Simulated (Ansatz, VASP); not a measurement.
**Two plane-wave programs on Pb**

The input INCAR:

```
ALGO     = Normal         # electronic algorithm
EDIFF    = 1E-8           # SCF threshold, eV
ENCUT    = 520            # plane-wave cutoff, eV
GGA      = PE             # functional
ISIF     = 2              # what is computed and relaxed
ISMEAR   = -1             # smearing method
LASPH    = True           # aspherical terms in the spheres
LCHARG   = False          # write CHGCAR
LEFG     = True         
LREAL    = False          # projectors in reciprocal space
LWAVE    = False          # write WAVECAR
NBANDS   = 21             # bands
NELM     = 60             # most SCF steps
PREC     = Accurate       # precision mode
SIGMA    = 0.05           # smearing width, eV
```

KPOINTS

```
k-points
0
Gamma
  8 8 8
```

File POSCAR:

```
Pb
1.0
    0.0000000000      3.4842552460      3.4842552460
    3.4842552460      0.0000000000      3.4842552460
    3.4842552460      3.4842552460      0.0000000000
Pb
2
Direct
    0.0000000000      0.0000000000      0.0000000000
    0.2500000000      0.2500000000      0.2500000000
```

Input for Ansatz:

```yaml
crystal:
  lattice:
    - [0.0, 3.484255246, 3.484255246]
    - [3.484255246, 0.0, 3.484255246]
    - [3.484255246, 3.484255246, 0.0]
  atoms:
    - { symbol: Pb, position: [0.0, 0.0, 0.0] }
    - { symbol: Pb, position: [0.25, 0.25, 0.25] }
kpoints:
  mp_grid: { grid: [8, 8, 8] }
scf:
  occupations: { method: fermi_dirac, width: 0.05 }
hamiltonian:
  xc: pbe
  pseudopotentials: { kind: paw }
output:
  forces: true
  stress: true
  eigenvalues: true
  efg: { contact_densities: true }
```

Change from the starting cell: volume scaled by 1.04, PAW files.

Alike in both runs: task electric field gradients; functional PBE; k mesh 8 × 8 × 8; occupations fermi-dirac, width 0.05 eV; no spin polarisation.

|  | VASP | Ansatz |
| --- | --- | --- |
| version | VASP 6.6.1 | Ansatz 0.2.0 |
| potentials or method | VASP PAW PBE potentials, release 64 (Pb_d) | PAW with Ansatz's default frozen-core files, scalar-relativistic |
| plane-wave cutoff (eV) | 520 | 420 |
| valence electrons in the cell | 28 | 28 |

```tsv
	VASP	Ansatz	Ansatz less VASP
pressure (GPa)	1.0	1.1	+0.05
Vzz of the field gradient on the site that differs most (V/Å²)	0.0	0.0	0.00
```

The functional is the same, so the differences come from potentials, cutoffs and numerics. Ansatz warned: «gradients_without_spin_orbit».

The runs have no spin-orbit coupling, so splittings on Pb are missing.
